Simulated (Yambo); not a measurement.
GaAs in Yambo: convergence with bands in self energy

GaAs:

```
CELL_PARAMETERS angstrom
0.00000 2.82685 2.82685
2.82685 0.00000 2.82685
2.82685 2.82685 0.00000
ATOMIC_POSITIONS crystal
As 0.75000 0.75000 0.75000
Ga 0.00000 0.00000 0.00000
```

```yaml
Program: Yambo 5.3.0
Task: G0W0 quasiparticle levels
Functional: PBEsol
Potentials_or_basis: PseudoDojo 0.4.1 SR PBEsol standard
Cutoff: 1143 eV
Density_cutoff: 4572 eV
k_mesh: 6 × 6 × 6
Occupations: fixed
Spin: no spin polarisation
k_mesh_of_the_self-consistent_run: 8 × 8 × 8
Random_integration_of_the_Coulomb_term: yes
Direction_of_the_field_or_of_q_to_0: x + y + z
Broadening: 0.1 eV
States_corrected: Γ and the k points of the band edges
Frequency_dependence_of_W: plasmon pole
Terminator_of_the_band_sum_in_the_self-energy: none
Quasiparticle_equation: linearised (Newton)
Imaginary_frequency_of_the_plasmon-pole_fit: 27.2114 eV
Bands_in_the_response: 114
Bands_in_the_self-energy: 34
Cutoff_of_the_response_matrix: 6 Ry
Cutoff_of_exchange_and_Vxc: 84 Ry
Bands_corrected_first_last: "[12, 16]"
```

These are the settings of the first run; the series varies bands in self energy, with any setting tied to it.

```
bands in self energy  quasiparticle gap at the points computed (eV)
                  34                                          1.209
                  54                                          1.196
                 114                                          1.178
```

Against the tightest run, the quasiparticle gap at the points computed stays within 0.05 eV from 34 on. The tightest run that finished is the yardstick and may itself not be fully converged.

Caveat, for the tightest run too: the potentials hold a filled d shell without the s and p states of that shell, which can shift GW gaps by tenths of an eV, either way; this version prints the column dSc/dw multiplied by 27.2.
